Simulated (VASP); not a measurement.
# PbSe (Clausthalite) (Fm-3m) in VASP: further runs, part 2 of 2

VASP 6.6.1. Earlier steps stand in the parts before.

### Step 3. Single point, PBE

This run uses another cell than the first one, of 28.10 Å³/atom, 1.032 times its volume.

The input, INCAR:

```
SYSTEM = PbSe
ALGO = Normal
EDIFF = 1E-6
ENCUT = 500
GGA = PE
GGA_COMPAT = .FALSE.
ISIF = 2
ISMEAR = 0
LASPH = .TRUE.
LCHARG = .FALSE.
LREAL = .FALSE.
LWAVE = .FALSE.
NBANDS = 17
NELM = 120
PREC = Accurate
SIGMA = 0.01
```

The input, KPOINTS:

```
k-points
0
G
  6 6 6
  0 0 0
```

The input, POSCAR:

```
PbSe
1.0
    0.0000000000      3.0401081059      3.0401081059
    3.0401081059      0.0000000000      3.0401081059
    3.0401081059      3.0401081059      0.0000000000
Pb Se
1 1
Direct
    0.0000000000      0.0000000000      0.0000000000
    0.5000000000      0.5000000000      0.5000000000
```

Potentials or basis: VASP PAW PBE potentials, release 64 (Pb_d, Se).

Command:

```sh
cat potpaw_PBE.64/Pb_d/POTCAR potpaw_PBE.64/Se/POTCAR > POTCAR
mpirun -np 1 vasp_std > vasp.out
```

OUTCAR:

```text
SYSTEM = PbSe
   EDIFF = 1E-6
   ENCUT = 500
   GGA = PE
   ISIF = 2
   ISMEAR = 0
   LASPH = .TRUE.
   LREAL = .FALSE.
   NELM = 120
   PREC = Accurate

 ion  position               nearest neighbor table
   1  0.000  0.000  0.000-   2 3.04   2 3.04   2 3.04   2 3.04   2 3.04   2 3.04
   2  0.500  0.500  0.500-   1 3.04   1 3.04   1 3.04   1 3.04   1 3.04   1 3.04

  LATTYP: Found a face centered cubic cell.
 ALAT       =     6.0802162118

  Lattice vectors:

 A1 = (   0.0000000000,   3.0401081059,   3.0401081059)
 A2 = (   3.0401081059,   0.0000000000,   3.0401081059)
 A3 = (   3.0401081059,   3.0401081059,   0.0000000000)

Analysis of symmetry for initial positions (statically):
=====================================================================
 Subroutine PRICEL returns:
 Original cell was already a primitive cell.

 Routine SETGRP: Setting up the symmetry group for a
 face centered cubic supercell.

 Subroutine GETGRP returns: Found 48 space group operations
 (whereof 48 operations were pure point group operations)
 out of a pool of 48 trial point group operations.

The static configuration has the point symmetry O_h .

Analysis of symmetry for dynamics (positions and initial velocities):
=====================================================================
 Subroutine PRICEL returns:
 Original cell was already a primitive cell.

 Routine SETGRP: Setting up the symmetry group for a
 face centered cubic supercell.

 Subroutine GETGRP returns: Found 48 space group operations
 (whereof 48 operations were pure point group operations)
 out of a pool of 48 trial point group operations.

The dynamic configuration has the point symmetry O_h .

 Subroutine INISYM returns: Found 48 space group operations
 (whereof 48 operations are pure point group operations),
 and found     1 'primitive' translations

----------------------------------------------------------------------------------------

                                     Primitive cell
[... 100 lines left out ...]
   IMIX   =      4    mixing-type and parameters
     AMIX     =   0.40;   BMIX     =  1.00
     AMIX_MAG =   1.60;   BMIX_MAG =  1.00
  volume/ion in A,a.u.               =      28.10       189.61
  Fermi-wavevector in a.u.,A,eV,Ry     =   1.160163  2.192391 18.313156  1.345979
  Thomas-Fermi vector in A             =   2.296749
   LORBIT       =      0    0 simple, 1 ext, 2 COOP (PROOUT), +10 PAW based schemes
   GGA     = PE    functional components
   LHFCALC =     F    Hartree Fock is set to
   AEXX    =    0.0000 exact exchange contribution
   IVDW    =     0    specifies the selected vdW correction
   LEPSILON=     F    determine dielectric tensor
   LRPA    =     F    only Hartree local field effects (RPA)
 non-spin polarized calculation
 Gauss-broadening in eV      SIGMA  =   0.01
  energy-cutoff  :      500.00
  volume of cell :       56.19
 maximum number of plane-waves:      1458
   NGX = 15   NGY = 15   NGZ = 15

 number of electron      20.0000005 magnetization

 Free energy of the ion-electron system (eV)
  ---------------------------------------------------
  ext. energy  EPLUGINS =         0.00000000
  ---------------------------------------------------
  free energy    TOTEN  =        -8.15975036 eV

  energy without entropy =       -8.15975036  energy(sigma->0) =       -8.15975036

 E-fermi :   5.4599     XC(G=0):  -9.6252

 val. band max:        5.3395351840   @ k =   0.5000   0.0000   0.0000
 cond. band min:       5.5624155999   @ k =   0.5000   0.0000   0.0000
 fundamental gap:      0.2228804158
 Fermi energy:         5.4599328455

 k-point     1 :       0.0000    0.0000    0.0000
  band No.  band energies     occupation
      1     -11.5488      2.00000
      2     -11.5488      2.00000
      3     -11.5488      2.00000
      4     -11.5459      2.00000
      5     -11.5459      2.00000
      6      -8.4494      2.00000
[... 297 lines left out ...]
      4     -11.5182      2.00000
      5     -11.5003      2.00000
      6      -6.9116      2.00000
[... 9 lines left out ...]
     16      17.0751      0.00000
     17      17.9845      0.00000

------------------------ aborting loop because EDIFF is reached ----------------------------------------

  FORCE on cell =-STRESS in cart. coord.  units (eV):
  Direction    XX          YY          ZZ          XY          YZ          ZX
  --------------------------------------------------------------------------------------
  -------------------------------------------------------------------------------------
  Total        1.2523637      1.2523637      1.2523637      0.0000000      0.0000000      0.0000000
  in kB       35.7062269     35.7062269     35.7062269      0.0000000      0.0000000      0.0000000
  external PRESSURE =      35.7062269 kB  Pullay stress =       0.0000000 kB

 VOLUME and BASIS-vectors are now :
 -----------------------------------------------------------------------------
  energy-cutoff  :      500.00
  volume of cell :       56.19
      direct lattice vectors                 reciprocal lattice vectors
     0.000000000  3.040108106  3.040108106    -0.164467836  0.164467836  0.164467836
     3.040108106  0.000000000  3.040108106     0.164467836 -0.164467836  0.164467836
     3.040108106  3.040108106  0.000000000     0.164467836  0.164467836 -0.164467836

 POSITION                                       TOTAL-FORCE (eV/Angst)
 -----------------------------------------------------------------------------------
      0.00000      0.00000      0.00000         0.000000      0.000000      0.000000
      3.04011      3.04011      3.04011        -0.000000     -0.000000     -0.000000
 -----------------------------------------------------------------------------------
    total drift:                                0.000000     -0.000000     -0.000000

  FREE ENERGIE OF THE ION-ELECTRON SYSTEM (eV)
  ---------------------------------------------------
  free  energy   TOTEN  =        -8.1597503555 eV

  energy  without entropy=       -8.1597503555  energy(sigma->0) =       -8.15975036
```

OSZICAR:

```text
N       E                     dE             d eps       ncg     rms          rms(c)
DAV:   1     0.153206841887E+03    0.15321E+03   -0.92341E+03   552   0.117E+03
DAV:   2     0.257735388979E+01   -0.15063E+03   -0.14485E+03   602   0.296E+02
DAV:   3    -0.818072967763E+01   -0.10758E+02   -0.10711E+02   669   0.856E+01
DAV:   4    -0.842468424136E+01   -0.24395E+00   -0.24383E+00   688   0.146E+01
DAV:   5    -0.843337568918E+01   -0.86914E-02   -0.86912E-02   770   0.266E+00    0.281E+00
DAV:   6    -0.816184565862E+01    0.27153E+00   -0.66006E-01   808   0.568E+00    0.162E+00
DAV:   7    -0.815686119123E+01    0.49845E-02   -0.11712E-01   650   0.167E+00    0.870E-01
DAV:   8    -0.816006371697E+01   -0.32025E-02   -0.12233E-02   648   0.122E+00    0.148E-01
DAV:   9    -0.815969528971E+01    0.36843E-03   -0.25721E-03   833   0.512E-01    0.475E-02
DAV:  10    -0.815974450495E+01   -0.49215E-04   -0.21263E-04   618   0.838E-02    0.190E-02
DAV:  11    -0.815975027126E+01   -0.57663E-05   -0.62459E-05   699   0.772E-02    0.830E-03
DAV:  12    -0.815975035545E+01   -0.84189E-07   -0.35873E-06   702   0.144E-02
   1 F= -.81597504E+01 E0= -.81597504E+01  d E =-.254871E-49
```

It took 16 s on 1 thread of Intel Xeon 6975P-C, shared host; peak memory 0.18 GiB.

Results:

| Item | Value |
| --- | --- |
| Free energy | -8.1598 eV |
| Pressure | 3.6 GPa |
| Band gap on the k mesh | 0.22 eV, direct |

Caveat: spin-orbit coupling is left out, which moves the levels of the heavy elements. A k mesh can miss the band edges.

### Step 4. Single point, PBE

This run uses another cell than the first one, of 28.96 Å³/atom, 1.063 times its volume.

The input, INCAR:

```
PREC     = Accurate       # precision mode
ENCUT    = 500            # plane-wave cutoff, eV
EDIFF    = 1E-6           # SCF threshold, eV
ISMEAR   = 0              # smearing method
SIGMA    = 0.01           # smearing width, eV
LREAL    = F              # projectors in reciprocal space
LASPH    = T              # aspherical terms in the spheres
NELM     = 120            # most SCF steps
ALGO     = Normal         # electronic algorithm
ISIF     = 2              # what is computed and relaxed
LWAVE    = F              # write WAVECAR
LCHARG   = T              # write CHGCAR
GGA      = PE             # functional
LELF     = T              # ELF
LVHAR    = T            
NBANDS   = 17             # bands
GGA_COMPAT= F
```

The input, KPOINTS:

```
Automatic mesh
0
Gamma
  6 6 6
```

The input, POSCAR:

```
PbSe
1.0
    0.0000000000      3.0708183471      3.0708183471
    3.0708183471      0.0000000000      3.0708183471
    3.0708183471      3.0708183471      0.0000000000
Pb Se
1 1
Direct
    0.0000000000      0.0000000000      0.0000000000
    0.5000000000      0.5000000000      0.5000000000
```

Command:

```sh
cat potpaw_PBE.64/Pb_d/POTCAR potpaw_PBE.64/Se/POTCAR > POTCAR
mpirun -np 1 vasp_std > vasp.out
```

It took 15 s on 1 thread of Intel Xeon 6975P-C, shared host; peak memory 0.18 GiB.

Results (log left out):

```yaml
Free_energy: -8.1889 eV
Pressure: 1.8 GPa
Band_gap_on_the_k_mesh: 0.33 eV, direct
```

Levels at points of the mesh, in eV from the valence-band top:
```csv
k point,band 6,band 7,band 8,band 9,band 10,band 11,band 12,band 13,band 14,band 15
"(0.00, 0.00, 0.00)",-13.50,-6.31,-1.83,-1.83,-1.83,4.70,4.70,4.70,6.55,6.55
"(0.50, 0.00, 0.00)",-12.46,-8.74,-1.43,-1.43,0.00,0.33,1.73,1.73,8.55,10.16
"(0.50, 0.50, 0.00)",-12.11,-7.36,-4.89,-3.16,-3.16,3.74,5.58,5.58,6.01,11.28
```

Caveat: spin-orbit coupling is left out, which moves the levels of the heavy elements.

### Step 5. Single point, PBE

This run uses another cell than the first one, of 29.82 Å³/atom, 1.095 times its volume.

The input, INCAR:

```
SYSTEM = PbSe
PREC = Accurate
ENCUT = 500
EDIFF = 1E-6
ISMEAR = 0
SIGMA = 0.01
LREAL = .False.
LASPH = .True.
NELM = 120
ALGO = Normal
ISIF = 2
LWAVE = .False.
LCHARG = .False.
GGA = PE
NBANDS = 17
GGA_COMPAT = .False.
```

The input, KPOINTS:

```
Automatic mesh
0
Gamma
  6 6 6
  0 0 0
```

The input, POSCAR:

```
PbSe
1.0
    0.0000000000      3.1009263293      3.1009263293
    3.1009263293      0.0000000000      3.1009263293
    3.1009263293      3.1009263293      0.0000000000
Pb Se
1 1
Direct
    0.0000000000      0.0000000000      0.0000000000
    0.5000000000      0.5000000000      0.5000000000
```

Command:

```sh
cat potpaw_PBE.64/Pb_d/POTCAR potpaw_PBE.64/Se/POTCAR > POTCAR
mpirun -np 1 vasp_std > vasp.out
```

Wall time 12 s (1 thread of Intel Xeon 6975P-C, shared host); peak memory 0.17 GiB.

It converged, with:

```yaml
Free_energy: -8.2006 eV
Pressure: 0.3 GPa
Band_gap_on_the_k_mesh: 0.42 eV, direct
```

Levels at points of the mesh, in eV from the valence-band top:
| k point | band 6 | band 7 | band 8 | band 9 | band 10 | band 11 | band 12 | band 13 | band 14 | band 15 |
| --- | --- | --- | --- | --- | --- | --- | --- | --- | --- | --- |
| (0.00, 0.00, 0.00) | -13.24 | -6.34 | -1.67 | -1.67 | -1.67 | 4.65 | 4.65 | 4.65 | 6.63 | 6.63 |
| (0.50, 0.00, 0.00) | -12.27 | -8.56 | -1.29 | -1.29 | 0.00 | 0.42 | 1.81 | 1.81 | 8.53 | 10.11 |
| (0.50, 0.50, 0.00) | -11.95 | -7.29 | -4.63 | -2.96 | -2.96 | 3.89 | 5.49 | 5.49 | 5.91 | 11.24 |

Caveat: spin-orbit coupling is left out, which moves the levels of the heavy elements.

### Step 6. Single point, PBE

This run uses another cell than the first one, of 30.68 Å³/atom, 1.126 times its volume.

The input, INCAR:

```
SYSTEM = PbSe
ALGO = Normal
EDIFF = 1E-6
ENCUT = 500
GGA = PE
GGA_COMPAT = .FALSE.
ISIF = 2
ISMEAR = 0
LASPH = .TRUE.
LCHARG = .FALSE.
LREAL = .FALSE.
LWAVE = .FALSE.
NBANDS = 17
NELM = 120
PREC = Accurate
SIGMA = 0.01
```

The input, KPOINTS:

```
k-points
0
G
  6 6 6
  0 0 0
```

The input, POSCAR:

```
PbSe
1.0
    0.0000000000      3.1304607385      3.1304607385
    3.1304607385      0.0000000000      3.1304607385
    3.1304607385      3.1304607385      0.0000000000
Pb Se
1 1
Direct
    0.0000000000      0.0000000000      0.0000000000
    0.5000000000      0.5000000000      0.5000000000
```

Potentials or basis: VASP PAW PBE potentials, release 64 (Pb_d, Se).

Command:

```sh
cat potpaw_PBE.64/Pb_d/POTCAR potpaw_PBE.64/Se/POTCAR > POTCAR
mpirun -np 1 vasp_std > vasp.out
```

It took 13 s on 1 thread of Intel Xeon 6975P-C, shared host; peak memory 0.17 GiB.

Results (log left out):

```
Free energy            : -8.1973 eV
Pressure               : -1.0 GPa
Band gap on the k mesh : 0.50 eV, direct
```

Levels at points of the mesh, in eV from the valence-band top:
```csv
k point,band 8,band 9,band 10,band 11,band 12,band 13
"(0.00, 0.00, 0.00)",-1.54,-1.54,-1.54,4.61,4.61,4.61
"(0.50, 0.00, 0.00)",-1.17,-1.17,0.00,0.50,1.88,1.88
"(0.50, 0.50, 0.00)",-4.39,-2.78,-2.78,4.02,5.40,5.40
```

Caveat: spin-orbit coupling is left out, which moves the levels of the heavy elements.

### Step 7. Overview

```csv
cell,gap on the mesh (eV),pressure (GPa)
"a = 4.255 Å, angles 60.0°, 2 atoms",0.11,5.6
"a = 4.299 Å, angles 60.0°, 2 atoms",0.22,3.6
"a = 4.343 Å, angles 60.0°, 2 atoms",0.33,1.8
"a = 4.385 Å, angles 60.0°, 2 atoms",0.42,0.3
"a = 4.427 Å, angles 60.0°, 2 atoms",0.50,-1.0
```

Alike in all rows: task single point; level PBE; potentials or basis VASP PAW PBE potentials, release 64 (Pb_d, Se); no spin polarisation; k mesh 6 × 6 × 6; cutoff (eV) 500; smearing gaussian 0.01 eV.

Caveats: spin-orbit coupling is left out, which moves the levels of the heavy elements.

Total energies depend on the potentials used, so only differences within one code and one set of settings carry meaning.

### Step 8. How close it comes

Step 4. A measured gap of PbSe is 0.28 eV (direct; 300 K; a printed reference work, monograph); the calculated 0.33 eV misses it by +0.05 eV. 2 values of this kind are on record (0.15 to 0.28 eV); this one was drawn at random. Spin-orbit coupling on Pb, Se is left out. The value is that of PBE on a finite k mesh, which can miss the band edges, without temperature or zero-point motion.

Step 5. A measured gap of PbSe is 0.28 eV (direct; 300 K; a printed reference work, monograph); the calculated 0.42 eV misses it by +0.14 eV. 2 values of this kind are on record (0.15 to 0.28 eV); this one was drawn at random. Spin-orbit coupling on Pb, Se is left out. The value is that of PBE on a finite k mesh, which can miss the band edges, without temperature or zero-point motion.

Step 6. Against the measured gap of PbSe, 0.28 eV (direct; 300 K; a printed reference work, monograph), the calculated 0.50 eV is off by +0.22 eV. 2 values of this kind are on record (0.15 to 0.28 eV); this one was drawn at random. Spin-orbit coupling on Pb, Se is left out. The value is that of PBE on a finite k mesh, which can miss the band edges, without temperature or zero-point motion.
